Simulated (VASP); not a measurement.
## From VASP inputs to Ansatz: SrO (strained rocksalt)

INCAR

```
ISIF = 2
IBRION = -1
GGA = PE
LREAL = .FALSE.
ENCUT = 520
EDIFF = 1E-7
SIGMA = 0.02
LASPH = .TRUE.
NBANDS = 15
ISMEAR = -1
NSW = 0
LCHARG = .FALSE.
PREC = Accurate
LWAVE = .FALSE.
NELM = 120
```

KPOINTS

```
KPOINTS created by Atomic Simulation Environment
0
Gamma
8 8 8
0 0 0
```

KPOINTS_OPT

```
special points
7
Reciprocal
0.0000000000 0.0000000000 0.0000000000 1
0.5000000000 0.0000000000 0.5000000000 1
0.6250000000 0.2500000000 0.6250000000 1
0.3750000000 0.3750000000 0.7500000000 1
0.5000000000 0.5000000000 0.5000000000 1
0.5000000000 0.2500000000 0.7500000000 1
0.0000000000 0.5000000000 0.5000000000 1
```

POSCAR

```
Sr O
 1.0000000000000000
    -0.1162875676000000    2.5668004512999998    2.5668004512999998
     2.5668004512999998   -0.1162875676000000    2.5668004512999998
     2.5668004512999998    2.5668004512999998   -0.1162875676000000
 Sr  O
   1   1
Cartesian
  0.0000000000000000  0.0000000000000000  0.0000000000000000
  2.5086566674999990  2.5086566674999990  2.5086566674999995
```

VASP ran with the recommended PBE PAW datasets (16 valence electrons in the cell).

**Question.** Translate these files to an Ansatz input.

**Answer.** 

```yaml
crystal:
  lattice:
    - [-0.1162875676, 2.5668004513, 2.5668004513]
    - [2.5668004513, -0.1162875676, 2.5668004513]
    - [2.5668004513, 2.5668004513, -0.1162875676]
  atoms:
    - { symbol: Sr, position: [0.0, 0.0, 0.0] }
    - { symbol: O, position: [0.5, 0.5, 0.5] }
kpoints:
  mp_grid: { grid: [8, 8, 8] }
  band_path:
    path:
      - [0.0, 0.0, 0.0]
      - [0.5, 0.0, 0.5]
      - [0.625, 0.25, 0.625]
      - [0.375, 0.375, 0.75]
      - [0.5, 0.5, 0.5]
      - [0.5, 0.25, 0.75]
      - [0.0, 0.5, 0.5]
    npoints: 1
hamiltonian:
  xc: pbe
scf:
  occupations: { method: fermi_dirac, width: 0.02 }
  n_extra_bands: 4
output:
  forces: true
  stress: true
  eigenvalues: true
```

Other inputs would serve too.

```
                               VASP    Ansatz
gap between bands v and c   3.17 eV   3.22 eV
         least direct gap   3.33 eV   3.37 eV
                 pressure  -2.1 GPa  -2.5 GPa
```

The two codes use different PAW datasets and cutoffs. VASP's cell holds 16 valence electrons and Ansatz's 16. Ansatz's stress includes a Pulay correction; VASP's doesn't.
